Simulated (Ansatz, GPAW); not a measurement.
**BAs: 3 runs at one level of theory**

```xyz
2
Lattice="0.0000 2.3885 2.3885 2.3885 0.0000 2.3885 2.3885 2.3885 0.0000" Properties=species:S:1:pos:R:3 pbc="T T T"
As    3.5827    3.5827    3.5827
B     0.0000    0.0000    0.0000
```

Alike in all runs: task band structure; functional RPBE; k mesh 10 × 10 × 10; occupations fermi-dirac, width 0.05 eV; no spin polarisation; no spin-orbit coupling. Pressure is positive in compression and, in plane waves, holds the error of the finite cutoff, which Ansatz's Pulay term estimates and takes out. Gaps are the smaller of the mesh's and the band path's.

```tsv
program and potentials	plane-wave cutoff (eV)	notes	band gap (eV)	pressure (GPa)
Ansatz, Ansatz PAW	420	potentials made for PBE, which Ansatz adapts in part; 9 valence electrons an atom on average; Pulay term of +0.09 GPa included	1.22	5.43
Ansatz, all-electron LAPW, scalar-relativistic	-	-	?	?
GPAW, the program's PAW data sets (release 1.2.1) made for this functional	800	4 valence electrons an atom on average	1.21	5.96
```

Q: Estimate from the other rows what the run with Ansatz, all-electron LAPW, scalar-relativistic gave.

A: Band gap 1.22 eV; pressure 5.38 GPa. The other rows, which needn't bracket it: band gap 1.21 to 1.22; pressure 5.43 to 5.96.
